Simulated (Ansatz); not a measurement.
# AlN: the cost of one run

Computed with Ansatz 0.2.0 (DFT PBE, scalar-relativistic, plane waves, PAW, unless a step's input says otherwise).

1 further run of the same task is left out (set aside as unsound or not needed).

## 1. The system as given

It takes space group P6_3mc (No. 186, hexagonal). Conventional cell: a = 3.130 Å, b = 3.130 Å, c = 5.018 Å, α = 90.00°, β = 90.00°, γ = 120.00°. Around Al (site symmetry 3m) lie 4 N at 1.90 to 1.91 Å. N (site symmetry 3m) is surrounded by 4 Al at 1.90 to 1.91 Å.

As a file:

```cif
data_structure
_symmetry_space_group_name_H-M 'P6_3mc'
_symmetry_Int_Tables_number 186
_cell_length_a 3.1302
_cell_length_b 3.1302
_cell_length_c 5.0180
_cell_angle_alpha 90.000
_cell_angle_beta 90.000
_cell_angle_gamma 120.000
_cell_volume 42.58
loop_
_atom_site_label
_atom_site_type_symbol
_atom_site_symmetry_multiplicity
_atom_site_Wyckoff_symbol
_atom_site_fract_x
_atom_site_fract_y
_atom_site_fract_z
_atom_site_occupancy
Al1 Al 2 b 0.33333 0.66667 0.99827 1
N1 N 2 b 0.33333 0.66667 0.61673 1
```

It is built from the cell relaxed beforehand with the same method (10.65 Å³/atom).

## 2. Zero of the scan

input.yaml reads:

```yaml
crystal:
  lattice:
    - [-3.1302395625, 0.0, 0.0]
    - [0.0, 5.4217339621, 0.0]
    - [1.5651197812, -2.710866981, -5.0179796543]
  atoms:
    - { symbol: Al, position: [0.9991356412, 0.3324689746, 0.9982712825] }
    - { symbol: Al, position: [0.4991356412, 0.8324689746, 0.9982712825] }
    - { symbol: Al, position: [0.2491356412, 0.9158023079, 0.4982712825] }
    - { symbol: Al, position: [0.7491356412, 0.4158023079, 0.4982712825] }
    - { symbol: "N", position: [0.8083643588, 0.1416976921, 0.6167287175] }
    - { symbol: "N", position: [0.3083643588, 0.6416976921, 0.6167287175] }
    - { symbol: "N", position: [0.0583643588, 0.7250310254, 0.1167287175] }
    - { symbol: "N", position: [0.5583643588, 0.2250310254, 0.1167287175] }
basis:
  ecutwfc: 420
kpoints:
  mp_grid: { grid: [8, 8, 8] }
hamiltonian:
  xc: pbe
scf:
  occupations: { method: gaussian, width: 0.05 }
output:
  forces: true
  stress: true
  eigenvalues: true
```

The run is started by

```bash
$ ansatz run input.yaml --threads 2 --pin off --max-ram 5120MiB --backend cpu --events-out ev --progress --plain --runs-dir out
```

Q: Estimate wall time and peak memory on 2 threads of Arm Neoverse V1, shared host.

About 7.1 s, with a peak of 0.41 GiB.
